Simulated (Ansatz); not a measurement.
The system is HgSe.

```
Hg Se
1.0
     0.00000    2.95570    2.95570
     2.95570    0.00000    2.95570
     2.95570    2.95570    0.00000
Hg Se
1 1
Direct
  0.00000 0.00000 0.00000
  0.75000 0.75000 0.75000
```

The cell isn't the ideal one: volume scaled by 0.92.

| Property | Result |
| --- | --- |
| Program | Ansatz 0.2.0 |
| Task | relaxation of cell and atoms |
| Functional | B88-PBE |
| Potentials or basis | all-electron LAPW, inner shells corrected to Dirac's equation |
| Basis error allowed | 0.0005 eV/atom |
| k mesh | 8 × 8 × 8 |
| Occupations | fermi-dirac, width 0.15 eV |
| Spin | no spin polarisation |

At the start: volume 25.82 Å³/atom.

Question: How do energy, volume and symmetry change on relaxing?

Answer: Over 5 steps the energy falls by 142.4 meV/atom and the volume is 30.66 Å³/atom (+18.8 %); space group F-43m (No. 216, to 0.05 Å).

The path:
```tsv
step	energy change (eV)	largest force (eV/Å)	volume (Å³)
1	0.0000	0.0000	51.64
2	-0.2778	0.0000	59.57
3	-0.2842	0.0000	60.81
4	-0.2848	0.0000	61.33
5	-0.2848	0.0000	61.33
```

Final structure:
```
Hg Se
1.0
     0.00000    3.12996    3.12996
     3.12996    0.00000    3.12996
     3.12996    3.12996    0.00000
Hg Se
1 1
Direct
  0.00000 0.00000 0.00000
  0.75000 0.75000 0.75000
```
